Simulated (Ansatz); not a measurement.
## Stress against strain in IrO$_{2}$

```
CELL_PARAMETERS angstrom
4.49900 0.00000 0.00000
0.00000 4.49900 0.00000
0.00000 0.00000 3.14600
ATOMIC_POSITIONS crystal
Ir 0.00000 0.00000 0.00000
Ir 0.50000 0.50000 0.50000
O 0.31100 0.31100 0.00000
O 0.18900 0.81100 0.50000
O 0.68900 0.68900 0.00000
O 0.81100 0.18900 0.50000
```

Atom numbers follow the list: Ir1, Ir2, O3, O4, O5, O6.

The geometry is COD entry 1538153, unchecked; take it as a test cell. It is an old determination, and later ones may differ.

No spin–orbit coupling, which matters for the heavy atoms here.

The calculation used DFT, PBE, all-electron LAPW, scalar-relativistic (Ansatz 0.2.0).

Settings: a Γ-centred 8×8×11 k mesh, Fermi–Dirac smearing of 0.05 eV, basis error target 0.5 meV/atom, no spin polarisation.

The strain is applied along the Cartesian axes of the cell as listed (the other components stay zero). Fractional coordinates are held (clamped ions).

σ is the change of stress from the unstrained cell, which is at 7.92 GPa; tension is positive, so slopes are stress–strain coefficients at that pressure. In a metal the k mesh adds noise.

Only quantities that a quadratic follows smoothly over the whole series are listed; rougher ones are left out.

```tsv
εxx = εyy	σzz (GPa)	σxx (GPa)
-0.0300	-13.57	-21.83
-0.0200	-8.72	-13.69
-0.0100	-4.21	-6.44
0.0000	0.00	0.00
0.0100	3.91	5.72
0.0300	10.91	15.28
```

(1) Fit the series and read off the stiffness at zero strain.

(2) One run, at εxx = εyy = 0.0200, is withheld. Predict its row.

Results:

(1) Least-squares fits y = p0 + p1 x + p2 x² to the rows give σzz (GPa): p1 = 408, p2 = -1500; σxx (GPa): p1 = 617, p2 = -3600. So C13 + C23 = 408 GPa and C11 + C12 = 617 GPa, for these axes.

(2) The fits give 7.56, 10.90; the run gave 7.54, 10.79.
